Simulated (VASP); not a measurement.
## How k-mesh and PAW data sets change a VASP run on Y

How sensitive are energy, pressure and forces of Y to the k-mesh and PAW data sets? The series runs use PBE. The k-mesh tried: 2 2 1; 3 3 2; 4 4 2; 5 5 3; 6 6 4; 8 8 5; 10 10 6; 13 13 7. The PAW data sets tried: minimal 64: Y_sv; recommended 54: Y_sv; gw 64: Y_sv_GW. The atoms of the start are displaced at random from the sites of a P6_3/mmc cell.

Calculated with VASP 6.6.1; PBE; plane waves and PAW (Y_sv), in the first sound run; inputs show where later runs differ.

## 1. The structure

Symmetry: P-1, No. 2, triclinic system. The conventional cell has a = 3.647 Å, b = 3.647 Å, c = 5.731 Å, α = 90.00°, β = 90.00°, γ = 120.00°. Y has 12 Y at 3.49 to 3.65 Å nearest.

## 2. K-mesh: 2 2 1

The sum over the zone converges with the mesh, fast for insulators and slowly for metals. PBE, the usual starting point, adds the gradient of the density.

Input file INCAR:

```
SYSTEM = Y
PREC = Accurate
ENCUT = 400
EDIFF = 1E-06
NELM = 100
ISMEAR = -1
SIGMA = 0.05
LREAL = .FALSE.
ALGO = Normal
GGA = PE
NBANDS = 17
LASPH = .TRUE.
LORBIT = 11
LWAVE = .FALSE.
LCHARG = .FALSE.
NCORE = 2
ISIF = 2
```

Input file POSCAR:

```
Y
1.0
    3.6474000000      0.0000000000      0.0000000000
   -1.8237000000      3.1587410578      0.0000000000
    0.0000000000      0.0000000000      5.7306000000
Y
2
Direct
    0.3367440000      0.6551140000      0.2512290000
    0.6638400000      0.3408000000      0.7556330000
```

Input file KPOINTS:

```
Automatic mesh
0
Gamma
2 2 1
0 0 0
```

The projector-augmented-wave data sets are Y_sv (PBE family, release 64).

The run is started by

```
> mpirun -np 2 vasp_std
```

What it wrote:

```text
[banner, memory and clock lines left out]
running    2 mpi-ranks, on    1 nodes
 distrk:  each k-point on    2 cores,    1 groups
 distr:  one band on    2 cores,    1 groups

 POSCAR found type information on POSCAR Y
 POSCAR found :  1 types and       2 ions
 LDA part: xc-table for (Slater+PW92), standard interpolation
 POSCAR, INCAR and KPOINTS ok, starting setup
 FFT: planning ... GRIDC
 FFT: planning ... GRID_SOFT
 FFT: planning ... GRID
 WAVECAR not read
 entering main loop
       N       E                     dE             d eps       ncg     rms          rms(c)
DAV:   1     0.728084097353E+02    0.72808E+02   -0.98248E+03   136   0.101E+03
DAV:   2    -0.782182540451E+01   -0.80630E+02   -0.79214E+02   171   0.231E+02
DAV:   3    -0.144062703395E+02   -0.65844E+01   -0.65766E+01   263   0.392E+01
DAV:   4    -0.144892227765E+02   -0.82952E-01   -0.82856E-01   192   0.517E+00
DAV:   5    -0.144900630591E+02   -0.84028E-03   -0.84026E-03   208   0.485E-01    0.224E+01
DAV:   6    -0.141427225369E+02    0.34734E+00   -0.48156E-01   141   0.423E+00    0.137E+01
DAV:   7    -0.140846669924E+02    0.58056E-01   -0.76396E-01   200   0.490E+00    0.211E+00
DAV:   8    -0.140767127183E+02    0.79543E-02   -0.11083E-01   174   0.187E+00    0.488E-01
DAV:   9    -0.140763418302E+02    0.37089E-03   -0.55737E-03   200   0.410E-01    0.232E-01
DAV:  10    -0.140761713772E+02    0.17045E-03   -0.76452E-04   174   0.180E-01    0.116E-01
DAV:  11    -0.140761713047E+02    0.72581E-07   -0.17238E-04   208   0.104E-01    0.229E-02
DAV:  12    -0.140761706000E+02    0.70464E-06   -0.72900E-06   184   0.228E-02
   1 F= -.14076171E+02 E0= -.14052337E+02  d E =-.476677E-01
```

It took 4 s on 2 MPI ranks of Intel Xeon Platinum 8488C (Sapphire Rapids), shared host; peak memory 0.25 GiB; 5.9 s of CPU time.

Lines that name or quote the potential files are left out of all logs, and their timing lines are given in words.

From OUTCAR (step 2):

```text
ion  position               nearest neighbor table
   1  0.337  0.655  0.251-   2 3.49   2 3.53   2 3.55   2 3.57   2 3.59   2 3.61
   2  0.664  0.341  0.756-   1 3.49   1 3.53   1 3.55   1 3.57   1 3.59   1 3.61

  LATTYP: Found a hexagonal cell.
 ALAT       =     3.6474000000
 C/A-ratio  =     1.5711465702

 Subroutine GETGRP returns: Found  2 space group operations
 (whereof  1 operations were pure point group operations)

The static configuration has the point symmetry C_1 .
 The point group associated with its full space group is S_2 .

 Found      4 irreducible k-points:

   k-points           NKPTS =      4   k-points in BZ     NKDIM =      4   number of bands    NBANDS=     17

   dimension x,y,z NGX =    24 NGY =   24 NGZ =   40
   dimension x,y,z NGXF=    48 NGYF=   48 NGZF=   80

   ENCUT  =  400.0 eV  29.40 Ry    5.42 a.u.   5.95  5.95  9.35*2*pi/ulx,y,z

   NELECT =      22.0000    total number of electrons

 k-points in reciprocal lattice and weights: Automatic mesh
   0.00000000  0.00000000  0.00000000       0.250
   0.50000000  0.00000000  0.00000000       0.250
   0.00000000  0.50000000  0.00000000       0.250
   0.50000000  0.50000000  0.00000000       0.250

 average (electrostatic) potential at core
       1 -37.7469       2 -37.7469

 E-fermi :   2.8458

 k-point     1 :       0.0000    0.0000    0.0000
  band No.  band energies     occupation
    ...
      6     -19.4209      2.00000
      7     -19.3714      2.00000
      8     -19.3521      2.00000
      9      -1.6794      2.00000
     10       1.1702      2.00000
     11       3.8298      0.00000
     12       4.7593      0.00000
     13       4.8282      0.00000
     14       4.9806      0.00000
     15       5.3433      0.00000
    ...

 k-point     2 :       0.5000    0.0000    0.0000
  band No.  band energies     occupation
    ...
      8     -19.4168      2.00000
      9       1.3156      2.00000
     10       1.8650      2.00000
     11       2.1492      2.00000
     12       2.8823      0.65108
     13       4.3991      0.00000
     14       4.4582      0.00000
     15       5.0753      0.00000
     16       8.0583      0.00000
     17       8.3755      0.00000

 k-point     3 :       0.0000    0.5000    0.0000
  band No.  band energies     occupation
    ...
      8     -19.4138      2.00000
      9       1.2852      2.00000
     10       1.8682      2.00000
     11       2.1048      2.00000
     12       2.8853      0.62473
     13       4.4322      0.00000
     14       4.5011      0.00000
     15       5.1225      0.00000
     16       8.0818      0.00000
     17       8.4368      0.00000

  Total       -3.3814528     -3.7928044     -3.3722475     -0.1941669      0.0055026     -0.0059313
  in kB      -82.0571449    -92.0393428    -81.8337617     -4.7118154      0.1335311     -0.1439333
  external PRESSURE =     -85.3100831 kB  Pullay stress =       0.0000000 kB

  energy-cutoff  :      400.00
  volume of cell :       66.02
      direct lattice vectors                 reciprocal lattice vectors
     3.647400000  0.000000000  0.000000000     0.274167900  0.158290911  0.000000000
    -1.823700000  3.158741058  0.000000000     0.000000000  0.316581822  0.000000000
     0.000000000  0.000000000  5.730600000     0.000000000  0.000000000  0.174501797

 POSITION                                       TOTAL-FORCE (eV/Angst)
 -----------------------------------------------------------------------------------
      0.03351      2.06934      1.43969        -0.192789      0.191936      0.107301
      1.79977      1.07650      4.33023         0.192789     -0.191936     -0.107301
 -----------------------------------------------------------------------------------
    total drift:                                0.000002     -0.000006      0.000002

  FREE ENERGIE OF THE ION-ELECTRON SYSTEM (eV)
  ---------------------------------------------------
  free  energy   TOTEN  =       -14.0761706000 eV

  energy  without entropy=      -14.0285029285  energy(sigma->0) =      -14.05233676

 total charge
# of ion       s       p       d       f       tot
--------------------------------------------------
    1        2.260   6.089   1.042   0.004   9.395
    2        2.260   6.089   1.042   0.004   9.395
--------------------------------------------------
tot          4.520  12.178   2.083   0.008  18.790

[... 1 further part left out ...]
```

This step gave:

```yaml
electronic_steps: 12
electrons: 22
bands: 17
irreducible_k_points: 4
symmetry_operations: 2
free_energy_toten: -14.08 eV
energy_at_zero_smearing: -14.05 eV
fermi_energy: 2.846 eV
pressure: -8.531 GPa
metallic: yes
```

The series starts at -7.0262 eV an atom and -8.53 GPa, after 12 cycles in 4 s.

## 3. K-mesh: 3 3 2

INCAR, as its differences from that of step 2:

```diff
@@ -15,3 +15,3 @@
 LCHARG = .FALSE.
-NCORE = 2
+KPAR = 2
 ISIF = 2
```

POSCAR is that of step 2.

Input file KPOINTS:

```
Automatic mesh
0
Gamma
3 3 2
0 0 0
```

The run is started by

```
> mpirun -np 2 vasp_std
```

What it wrote:

```text
[banner, memory and clock lines left out]
running    2 mpi-ranks, on    1 nodes
[...]
LDA part: xc-table for (Slater+PW92), standard interpolation
 POSCAR, INCAR and KPOINTS ok, starting setup
[...]
entering main loop
       N       E                     dE             d eps       ncg     rms          rms(c)
DAV:   1     0.762300420590E+02    0.76230E+02   -0.10168E+04   348   0.102E+03
DAV:   2    -0.568493474743E+01   -0.81915E+02   -0.80598E+02   405   0.234E+02
DAV:   3    -0.129963360102E+02   -0.73114E+01   -0.71787E+01   601   0.411E+01
DAV:   4    -0.131893014012E+02   -0.19297E+00   -0.19286E+00   384   0.704E+00
[...]
DAV:  12    -0.127821786294E+02    0.16350E-07   -0.14696E-05   431   0.327E-02    0.424E-02
DAV:  13    -0.127821773381E+02    0.12913E-05   -0.32398E-06   343   0.151E-02    0.143E-03
DAV:  14    -0.127821776193E+02   -0.28126E-06   -0.18639E-07   278   0.394E-03
   1 F= -.12782178E+02 E0= -.12756606E+02  d E =-.511435E-01
```

It took 6.2 s on 2 MPI ranks; peak memory 0.3 GiB.

OUTCAR, selected parts (step 3):

```text
  Total       -0.3282377     -0.3822972     -0.4868782     -0.0318724      0.0066046     -0.0075353
  in kB       -7.9652889     -9.2771410    -11.8149922     -0.7734424      0.1602724     -0.1828577
  external PRESSURE =      -9.6858073 kB  Pullay stress =       0.0000000 kB

 POSITION                                       TOTAL-FORCE (eV/Angst)
 -----------------------------------------------------------------------------------
      0.03351      2.06934      1.43969        -0.044488      0.046234      0.084754
      1.79977      1.07650      4.33023         0.044488     -0.046234     -0.084754
 -----------------------------------------------------------------------------------
    total drift:                                0.000002     -0.000006      0.000002

  FREE ENERGIE OF THE ION-ELECTRON SYSTEM (eV)
  ---------------------------------------------------
  free  energy   TOTEN  =       -12.7821776193 eV

  energy  without entropy=      -12.7310341617  energy(sigma->0) =      -12.75660589

[... 1 part as in an earlier step ...]

[... 2 further parts left out ...]
[key lines of the parts left out:]
E-fermi :   3.0341
```

Against the run before the energy moves by +647.87 meV an atom and the pressure by +7.56 GPa, after 14 cycles in 6.2 s.

## 4. K-mesh: 4 4 2

INCAR is that of step 3.

POSCAR is that of step 3.

Input file KPOINTS:

```
Automatic mesh
0
Gamma
4 4 2
0 0 0
```

The run is started by

```
> mpirun -np 2 vasp_std
```

What it wrote:

```text
[... set-up lines as in an earlier step ...]
 entering main loop
       N       E                     dE             d eps       ncg     rms          rms(c)
DAV:   1     0.784513015402E+02    0.78451E+02   -0.10107E+04   688   0.103E+03
DAV:   2    -0.601634871115E+01   -0.84468E+02   -0.82972E+02   853   0.239E+02
DAV:   3    -0.130912397757E+02   -0.70749E+01   -0.70425E+01  1227   0.414E+01
DAV:   4    -0.132470223737E+02   -0.15578E+00   -0.15551E+00   822   0.643E+00
[...]
DAV:  12    -0.128309849347E+02   -0.11385E-05   -0.23365E-05   784   0.423E-02    0.658E-02
DAV:  13    -0.128309829620E+02    0.19727E-05   -0.74472E-06   752   0.238E-02    0.267E-03
DAV:  14    -0.128309833926E+02   -0.43057E-06   -0.23736E-07   472   0.360E-03
   1 F= -.12830983E+02 E0= -.12810255E+02  d E =-.414575E-01
```

Wall time 7.2 s (2 MPI ranks); peak memory 0.31 GiB.

From OUTCAR (step 4):

```text
  Total        0.2060077      0.0343759      0.4940550     -0.0823374      0.0159568     -0.0116140
  in kB        4.9991552      0.8341943     11.9891491     -1.9980678      0.3872221     -0.2818339
  external PRESSURE =       5.9408329 kB  Pullay stress =       0.0000000 kB

 POSITION                                       TOTAL-FORCE (eV/Angst)
 -----------------------------------------------------------------------------------
      0.03351      2.06934      1.43969        -0.061018      0.063711      0.062025
      1.79977      1.07650      4.33023         0.061018     -0.063711     -0.062025
 -----------------------------------------------------------------------------------
    total drift:                                0.000002     -0.000006      0.000002

  FREE ENERGIE OF THE ION-ELECTRON SYSTEM (eV)
  ---------------------------------------------------
  free  energy   TOTEN  =       -12.8309833926 eV

  energy  without entropy=      -12.7895259266  energy(sigma->0) =      -12.81025466

[... 1 part as in an earlier step ...]

[... 2 further parts left out ...]
[key lines of the parts left out:]
E-fermi :   3.0577
```

Against the run before the energy moves by -26.82 meV an atom and the pressure by +1.56 GPa, after 14 cycles in 7.2 s.

## 5. K-mesh: 5 5 3

INCAR is that of step 4.

POSCAR is that of step 4.

Input file KPOINTS:

```
Automatic mesh
0
Gamma
5 5 3
0 0 0
```

The run is started by

```
> mpirun -np 2 vasp_std
```

What it wrote:

```text
[... set-up lines as in an earlier step ...]
 entering main loop
       N       E                     dE             d eps       ncg     rms          rms(c)
DAV:   1     0.757435723648E+02    0.75744E+02   -0.10075E+04  1324   0.102E+03
DAV:   2    -0.615566089144E+01   -0.81899E+02   -0.80737E+02  1627   0.235E+02
DAV:   3    -0.130669581172E+02   -0.69113E+01   -0.68506E+01  2335   0.407E+01
DAV:   4    -0.132218381055E+02   -0.15488E+00   -0.15475E+00  1478   0.656E+00
[...]
DAV:  11    -0.128361683450E+02    0.24320E-04   -0.65849E-05  1740   0.645E-02    0.394E-02
DAV:  12    -0.128361655538E+02    0.27913E-05   -0.20105E-05  1448   0.400E-02    0.347E-02
DAV:  13    -0.128361664807E+02   -0.92693E-06   -0.58314E-06  1440   0.231E-02
   1 F= -.12836166E+02 E0= -.12812943E+02  d E =-.464472E-01
```

The job ended after 9.4 s (2 MPI ranks; peak memory 0.33 GiB; 16 s of CPU time).

OUTCAR, selected parts (step 5):

```text
  Total        0.1734208      0.0977481     -0.5094990     -0.0495322      0.0079565     -0.0093787
  in kB        4.2083738      2.3720377    -12.3639264     -1.2019891      0.1930782     -0.2275912
  external PRESSURE =      -1.9278383 kB  Pullay stress =       0.0000000 kB

 POSITION                                       TOTAL-FORCE (eV/Angst)
 -----------------------------------------------------------------------------------
      0.03351      2.06934      1.43969        -0.052136      0.037550      0.088337
      1.79977      1.07650      4.33023         0.052136     -0.037550     -0.088337
 -----------------------------------------------------------------------------------
    total drift:                                0.000002     -0.000006      0.000002

  FREE ENERGIE OF THE ION-ELECTRON SYSTEM (eV)
  ---------------------------------------------------
  free  energy   TOTEN  =       -12.8361664807 eV

  energy  without entropy=      -12.7897192312  energy(sigma->0) =      -12.81294286

[... 1 part as in an earlier step ...]

[... 2 further parts left out ...]
[key lines of the parts left out:]
E-fermi :   2.9673
```

Against the run before the energy moves by -1.34 meV an atom and the pressure by -0.79 GPa, after 13 cycles in 9.4 s.

## 6. K-mesh: 6 6 4

INCAR is that of step 5.

POSCAR is that of step 5.

Input file KPOINTS:

```
Automatic mesh
0
Gamma
6 6 4
0 0 0
```

The run is started by

```
> mpirun -np 2 vasp_std
```

What it wrote:

```text
[... set-up lines as in an earlier step ...]
 entering main loop
       N       E                     dE             d eps       ncg     rms          rms(c)
DAV:   1     0.754170787112E+02    0.75417E+02   -0.10114E+04  2592   0.102E+03
DAV:   2    -0.647420812772E+01   -0.81891E+02   -0.80649E+02  3300   0.233E+02
DAV:   3    -0.131378387531E+02   -0.66636E+01   -0.66120E+01  4620   0.408E+01
DAV:   4    -0.132878040547E+02   -0.14997E+00   -0.14991E+00  3135   0.662E+00
[...]
DAV:  12    -0.128890919686E+02    0.33205E-05   -0.18499E-05  2843   0.385E-02    0.250E-02
DAV:  13    -0.128890931054E+02   -0.11368E-05   -0.40817E-06  2936   0.193E-02    0.197E-03
DAV:  14    -0.128890933920E+02   -0.28653E-06   -0.14204E-07  1668   0.295E-03
   1 F= -.12889093E+02 E0= -.12873657E+02  d E =-.308724E-01
```

Elapsed: 15 s, on 2 MPI ranks; peak memory 0.38 GiB.

From OUTCAR (step 6):

```text
  Total        0.0920040     -0.0502235     -0.3149087     -0.0590940      0.0088223     -0.0080966
  in kB        2.2326445     -1.2187647     -7.6418369     -1.4340241      0.2140881     -0.1964785
  external PRESSURE =      -2.2093190 kB  Pullay stress =       0.0000000 kB

 POSITION                                       TOTAL-FORCE (eV/Angst)
 -----------------------------------------------------------------------------------
      0.03351      2.06934      1.43969        -0.065871      0.067229      0.089054
      1.79977      1.07650      4.33023         0.065871     -0.067229     -0.089054
 -----------------------------------------------------------------------------------
    total drift:                                0.000002     -0.000006      0.000002

  FREE ENERGIE OF THE ION-ELECTRON SYSTEM (eV)
  ---------------------------------------------------
  free  energy   TOTEN  =       -12.8890933920 eV

  energy  without entropy=      -12.8582209558  energy(sigma->0) =      -12.87365717

[... 1 part as in an earlier step ...]

[... 2 further parts left out ...]
[key lines of the parts left out:]
E-fermi :   3.0171
```

Against the run before the energy moves by -30.36 meV an atom and the pressure by -0.03 GPa, after 14 cycles in 15 s.

## 7. K-mesh: 8 8 5

INCAR is that of step 6.

POSCAR is that of step 6.

Input file KPOINTS:

```
Automatic mesh
0
Gamma
8 8 5
0 0 0
```

The run is started by

```
> mpirun -np 2 vasp_std
```

What it wrote:

```text
[... set-up lines as in an earlier step ...]
 entering main loop
       N       E                     dE             d eps       ncg     rms          rms(c)
DAV:   1     0.778203384648E+02    0.77820E+02   -0.10055E+04  5532   0.102E+03
DAV:   2    -0.634433226671E+01   -0.84165E+02   -0.82912E+02  6968   0.237E+02
DAV:   3    -0.131244877855E+02   -0.67802E+01   -0.67365E+01  9954   0.410E+01
DAV:   4    -0.132651092752E+02   -0.14062E+00   -0.14051E+00  6717   0.645E+00
[...]
DAV:  12    -0.128675197711E+02    0.33032E-05   -0.20006E-05  6308   0.398E-02    0.250E-02
DAV:  13    -0.128675211870E+02   -0.14160E-05   -0.48492E-06  6432   0.210E-02    0.815E-04
DAV:  14    -0.128675213543E+02   -0.16723E-06   -0.10996E-07  3831   0.230E-03
   1 F= -.12867521E+02 E0= -.12847617E+02  d E =-.398083E-01
```

Elapsed: 27 s, on 2 MPI ranks; peak memory 0.48 GiB; 50 s of CPU time.

From OUTCAR (step 7):

```text
  Total        0.0214801     -0.1321202     -0.1966685     -0.0725339      0.0086897     -0.0081932
  in kB        0.5212542     -3.2061382     -4.7725202     -1.7601684      0.2108705     -0.1988228
  external PRESSURE =      -2.4858014 kB  Pullay stress =       0.0000000 kB

 POSITION                                       TOTAL-FORCE (eV/Angst)
 -----------------------------------------------------------------------------------
      0.03351      2.06934      1.43969        -0.066937      0.065884      0.083165
      1.79977      1.07650      4.33023         0.066937     -0.065884     -0.083165
 -----------------------------------------------------------------------------------
    total drift:                                0.000002     -0.000006      0.000002

  FREE ENERGIE OF THE ION-ELECTRON SYSTEM (eV)
  ---------------------------------------------------
  free  energy   TOTEN  =       -12.8675213543 eV

  energy  without entropy=      -12.8277130209  energy(sigma->0) =      -12.84761719

[... 1 part as in an earlier step ...]

[... 2 further parts left out ...]
[key lines of the parts left out:]
E-fermi :   2.9671
```

Against the run before the energy moves by +13.02 meV an atom and the pressure by -0.03 GPa, after 14 cycles in 27 s.

(Part 1 of 2 ends here.)

[Lines on the potential files, build, host, timing and source positions are cut from VASP's logs without a mark.]

[Logs are printed without paths, hosts, clocks, repeated set-up lines and the standing remarks that a program may print on its own settings, such as how far it seeks lower states.]

[Hosts, paths, dates, database ids (printed as entryN), source tags and the programs' standing remarks are cut or masked in the printed files.]

[A measured line is paired with the nearest computed mode of its activity, which favours agreement.]
